## Where to look for silicon in a nickel spectrum

A valence-band spectrum shows silicon's own part in a nickel compound most directly at energies where silicon takes part in the states. The practical decision is therefore which energy window to watch, and the tallest peaks are the tempting choice. In Ni₃Si the height of a peak turns out to be a poor guide. Some rows of the table stand out because they hold many states of the ordinary kind, while others look ordinary and hold states of a different kind.

Density of states of Ni3Si (Cu3Au type, a = 3.465 Å), computed with Ansatz 0.2.0 using r2SCAN, scalar-relativistic plane-wave PAW, no spin polarisation, a 500 eV cutoff and a 12×12×12 k mesh with 0.1 eV Gaussian smearing (18×18×18 for the states). Energies are relative to the Fermi level; values are tetrahedron averages over 0.2 eV bins, with Löwdin projections summed over sites.

| energy (eV) | density of states total (states/eV/cell) | DOS Ni 3d (states/eV/cell) | DOS Si 3p (states/eV/cell) | DOS Ni 4s (states/eV/cell) | DOS Si 3s (states/eV/cell) |
| --- | --- | --- | --- | --- | --- |
| -7.95 | 0.29 | 0.03 | 0.14 | 0.12 | 0.0100 |
| -7.55 | 0.48 | 0.06 | 0.22 | 0.17 | 0.0200 |
| -7.15 | 0.7 | 0.11 | 0.32 | 0.22 | 0.0400 |
| -6.75 | 1.17 | 0.24 | 0.53 | 0.31 | 0.0700 |
| -6.35 | 1.51 | 0.42 | 0.62 | 0.33 | 0.1000 |
| -5.95 | 1.35 | 0.45 | 0.55 | 0.24 | 0.0800 |
| -5.55 | 1.9 | 0.81 | 0.70 | 0.27 | 0.0800 |
| -5.15 | 1.12 | 0.59 | 0.36 | 0.12 | 0.0400 |
| -4.75 | 1.56 | 0.99 | 0.38 | 0.14 | 0.0200 |
| -4.35 | 6.73 | 4.58 | 1.8 | 0.22 | 0.0200 |
| -3.95 | 4.54 | 3.33 | 0.26 | 0.80 | 0.0000 |
| -3.55 | 3.79 | 3.34 | 0.21 | 0.15 | 0.0000 |
| -3.15 | 6.42 | 5.99 | 0.10 | 0.15 | 0.0100 |
| -2.75 | 4.35 | 3.95 | 0.12 | 0.11 | 0.0100 |
| -2.35 | 7.96 | 7.3 | 0.30 | 0.09 | 0.0200 |
| -1.95 | 2.81 | 2.54 | 0.13 | 0.04 | 0.0100 |
| -1.55 | 10.85 | 10.43 | 0.11 | 0.16 | 0.0100 |
| -1.15 | 10.67 | 10.01 | 0.16 | 0.25 | 0.0600 |
| -0.75 | 6.53 | 5.6 | 0.15 | 0.24 | 0.2300 |
| -0.35 | 4.03 | 3.93 | 0.02 | 0.02 | 0.0300 |
| 0.05 | 1.38 | 1.28 | 0.07 | 0.01 | 0.0000 |
| 0.45 | 1.3 | 0.94 | 0.29 | 0.03 | 0.0000 |
| 0.85 | 2.44 | 1.55 | 0.63 | 0.13 | 0.0400 |
| 1.25 | 1.49 | 0.76 | 0.49 | 0.11 | 0.0400 |
| 1.65 | 1.18 | 0.5 | 0.42 | 0.10 | 0.0500 |
| 2.05 | 1.02 | 0.38 | 0.38 | 0.08 | 0.0800 |
| 2.45 | 0.95 | 0.32 | 0.35 | 0.08 | 0.1000 |
| 2.85 | 0.93 | 0.29 | 0.35 | 0.09 | 0.1100 |
| 3.25 | 0.82 | 0.22 | 0.31 | 0.10 | 0.1000 |
| 3.65 | 0.88 | 0.21 | 0.35 | 0.14 | 0.0800 |
| 4.05 | 0.74 | 0.15 | 0.31 | 0.11 | 0.0400 |
| 4.45 | 0.86 | 0.18 | 0.20 | 0.33 | 0.0200 |
| 4.85 | 0.97 | 0.17 | 0.15 | 0.44 | 0.0100 |
| 5.25 | 0.96 | 0.14 | 0.13 | 0.41 | 0.0100 |
| 5.65 | 1.01 | 0.12 | 0.11 | 0.35 | 0.0100 |

## A rough curve with a smooth one inside it

The total density of states, $D$, counts states per electronvolt in a cell of one silicon and three nickel atoms. Each silicon atom has twelve nickel neighbours, as expected for the Cu3Au structure type. The column "DOS Ni 3d", here $D_{3d}$, is the part carried by the compact 3d orbitals of nickel. Their ratio $w = D_{3d}/D$ is the 3d share, which tells what the states are made of and not how many there are.

The share follows a simple pattern. From the lowest row up to −3.15 eV it rises at every step, from 10 % to 93 %, although the total falls at four of these twelve steps. It then wavers at a high level up to the Fermi level. From 0.05 to 4.05 eV it falls at every step, down to 20 %.

## Sizing a break

The smooth reference for each row is the mean of the rows just below and just above it. It has no adjustable constant, and the row under test doesn't enter its own reference. For the peak at −4.35 eV the total gives

$$\frac{1.56+4.54}{2}=3.05,\qquad \frac{6.73}{3.05}\approx 2.2 .$$

The peak is thus more than twice as high as its surroundings suggest. The 3d share at the same energy is $4.58/6.73 \approx 68\,\%$, and the mean of the two neighbouring shares is also 68 %. A large break in the number of states comes with no break in this share.

The same holds for the peaks at −2.35 and 0.85 eV and for the deep notch at −1.95 eV. There the total is off by a factor of about two to three, but the 3d share stays within four percentage points of its reference. The printed output after this text lists these comparisons. The test is less sharp where the share is near 90 %, since four points there are a large part of what is left for the other orbitals. The peak at −3.15 eV shows this: its density outside Ni 3d is 0.43, against 0.45 and 0.40 beside it, so it consists of extra 3d states on an unchanged background, and the tall peak at −1.55 eV is similar.

## Why the 3d share runs smoothly

The Si 3p and Ni 4s orbitals reach far out, overlap strongly with their surroundings and form broad bands. The Ni 3d orbitals are compact and form narrow ones. Where a broad band crosses the energy of the 3d orbitals, the two mix. The simplest picture has one broad-band state and one 3d level at energy $E_d$, joined by a coupling $V$. A mixed state at energy $E$ with amplitudes $c_d$ and $c_s$ on the two must satisfy

$$V c_s + E_d\,c_d = E\,c_d \quad\Rightarrow\quad \frac{c_d}{c_s}=\frac{V}{E-E_d},\qquad w=\frac{V^2}{V^2+(E-E_d)^2}.$$

The number of states has dropped out. The share depends on the distance from the 3d level and on the coupling, so it grows on approach from either side, as the table shows. The real 3d levels are spread over several electronvolts, which is why the share has a broad top instead of a sharp maximum. The formula explains the shape of the curve and isn't meant to give its values.

The ratio $c_d/c_s$ also changes sign at $E_d$. By the usual argument, nickel and silicon orbitals therefore combine in phase below the 3d bands, which is bonding, and out of phase above them, which is antibonding. Mixing pushes these two groups apart and leaves little silicon in between. The table agrees with that last point: from −3.15 to −0.35 eV the Si 3p share never exceeds 5 %.

## Why the total jumps

The number of states in an energy interval depends on how steeply the bands run. A steep band crosses the interval quickly and leaves few states in it, while a flat one leaves many. Narrow 3d bands have many flat stretches, because crystal symmetry makes bands level off at special points of the zone. Where the crowded states resemble those around them, the 3d part and the rest grow together and the 3d share stays nearly the same, though the minor shells need not follow one by one.

This changes the reading of the most striking silicon feature in the table. At −4.35 eV the Si 3p density reaches 1.80, almost five times its value at −4.75 eV. It looks like a place of exceptionally strong mixing between nickel and silicon. Yet the Si 3p share has hardly moved, from 24 % to 27 %, so the peak holds more states of much the same kind as the row below it. Against the mean of both neighbours the Si 3p share is about 12 points high, because this is the last row of the silicon-rich region.

The notch at −1.95 eV is the opposite case, a thin place between crowded ones. Each row averages over 0.2 eV and the rows stand 0.4 eV apart, so the true top of a peak or floor of a notch may lie between them. The factors above measure jumps from row to row, not full peak heights.

## The quiet row that breaks the pattern

At −0.75 eV the total is only about 11 % below the mean of its neighbours, and nothing catches the eye. The 3d share, however, drops to 86 %, ten points below its reference and the largest shortfall of any row. The row at −0.35 eV misses by eight points in the other direction. Part of that excess is borrowed, since its own reference includes the low value at −0.75 eV. The rows at 0.05 and 0.45 eV also miss, by about eight points upwards and six downwards, because the share bends sharply there as it leaves its high level.

What marks −0.75 eV as different is the return of Si 3s. Its density is 0.23, against 0.06 and 0.03 in the neighbouring rows, far beyond the last printed digit. Ni 4s and Si 3p also gain share, and weight outside the listed shells gains slightly more than Si 3s does, so Si 3s accounts for less than a third of the lost 3d share.

The likely cause is level repulsion combined with symmetry. Most of the Si 3s weight lies in deep states below the energies of the table. A silicon s orbital is the same in all directions, so it couples only to those combinations of nickel orbitals that don't cancel when summed around the silicon atom. These few combinations are pushed upwards, towards the top of the 3d bands, and carry some Si 3s with them. If so, the states at −0.75 eV are antibonding between Si 3s and nickel; the phases of the orbitals would have to be inspected to confirm it.

## Rows where the partner changes

A second kind of break doesn't show clearly in the 3d share, which at −3.95 eV falls only about 5 points short of its reference. Between −4.35 and −3.95 eV that share continues its gentle rise, but the Si 3p share collapses from 27 % to 6 %. Ni 4s takes over, going from 3 % to 18 %. Nickel 3d has exchanged one partner for another, but for one row only: at −3.55 eV Ni 4s is back at 4 %, Si 3p stays low and the 3d share climbs to 88 %.

Symmetry may offer a reason here too. In some combinations the 4s orbitals of the nickel atoms around a silicon atom have signs that make their overlap with both its 3s and its 3p orbitals cancel. Such a combination can mix with Ni 3d but with neither silicon shell. At −3.95 eV the Si 3s density is printed as zero and the Si 3p density is low, which fits this picture but doesn't prove it. That a flat band of this type begins near this energy is a guess, which a plot of the bands marked by orbital would settle.

The same exchange occurs among the empty states. From 4.05 to 4.45 eV the Ni 4s share rises from 15 % to 38 % and the Si 3p share falls from 42 % to 23 %, while the 3d share stays near 20 %. A change of partner is thus easily missed by anyone who follows nickel 3d alone.

## Choosing the window

For the occupied states the choice is clear. In every row from −7.95 to −4.35 eV, Si 3p makes up at least 24 % of the states; from −3.95 eV to the Fermi level it makes up at most 6 %. The tallest peak of the table, at −1.55 eV, is 96 % Ni 3d and reports on nickel. A window meant to show mixing with silicon belongs below the main 3d peaks, even though most rows there are low.

The energies themselves shouldn't be carried over to a measured spectrum unshifted. In elemental nickel, calculated 3d bands of this kind are wider than those seen in photoemission, and a similar mismatch may occur here. The order of the regions is the safer guide.

More care is needed close to the Fermi level. The 3d edge falls steeply there, from 4.03 at −0.35 eV to 1.38 at 0.05 eV, so any value depends on how it is averaged. The run's separate figure for the density at the Fermi level is 1.8 times that of the 0.05 eV row, although that row's bin includes the Fermi level; it probably carries a different broadening or mesh and shouldn't be read as a point of this table. The calculation also treats both spins alike. If a magnetic state lay lower, the 3d edge would split into two, and the rows next to the Fermi level would change first.

The analysis program printed:

```
Ni 3d share from -7.95 to -3.15 eV (%): 10.34, 12.5, 15.71, 20.51, 27.81, 33.33, 42.63, 52.68, 63.46, 68.05, 73.35, 88.13, 93.3
Ni 3d share from -2.75 to -0.35 eV (%): 90.8, 91.71, 90.39, 96.13, 93.81, 85.76, 97.52
Ni 3d share from 0.05 to 4.45 eV (%): 92.75, 72.31, 63.52, 51.01, 42.37, 37.25, 33.68, 31.18, 26.83, 23.86, 20.27, 20.93
falls of the total among the 12 steps from -7.95 to -3.15 eV: 4
total at -4.35 eV over mean of its neighbours: 2.207
total at -2.35 eV over mean of its neighbours: 2.223
total at -1.95 eV over mean of its neighbours: 0.2988
total at 0.85 eV over mean of its neighbours: 1.749
total at -0.75 eV over mean of its neighbours: 0.8884
total at -3.95 eV over mean of its neighbours: 0.8631
Ni 3d share at -4.35 eV less mean of neighbours (points): -0.3513
Ni 3d share at -2.35 eV less mean of neighbours (points): 1.111
Ni 3d share at -1.95 eV less mean of neighbours (points): -3.527
Ni 3d share at 0.85 eV less mean of neighbours (points): 1.867
Ni 3d share at -0.75 eV less mean of neighbours (points): -9.908
largest shortfall of the Ni 3d share below its neighbours in any row (points): 9.908
largest excess of the Ni 3d share above its neighbours in any row (points): 8.263
Si 3p share at -4.75 -4.35 -3.95 -3.55 eV (%): 24.36, 26.75, 5.727, 5.541
Ni 4s share at -4.75 -4.35 -3.95 -3.55 eV (%): 8.974, 3.269, 17.62, 3.958
Si 3s share at -1.15 -0.75 -0.35 eV (%): 0.5623, 3.522, 0.7444
Ni 4s share at -1.15 -0.75 -0.35 eV (%): 2.343, 3.675, 0.4963
Si 3p share at -1.15 -0.75 -0.35 eV (%): 1.5, 2.297, 0.4963
unlisted share at -1.15 -0.75 -0.35 eV (%): 1.781, 4.747, 0.7444
Si 3p share at 4.05 and 4.45 eV (%): 41.89, 23.26
Ni 4s share at 4.05 and 4.45 eV (%): 14.86, 38.37
largest Si 3p share from -3.15 to -0.35 eV (%): 4.626
density at the Fermi level over the 0.05 eV row: 1.837
```
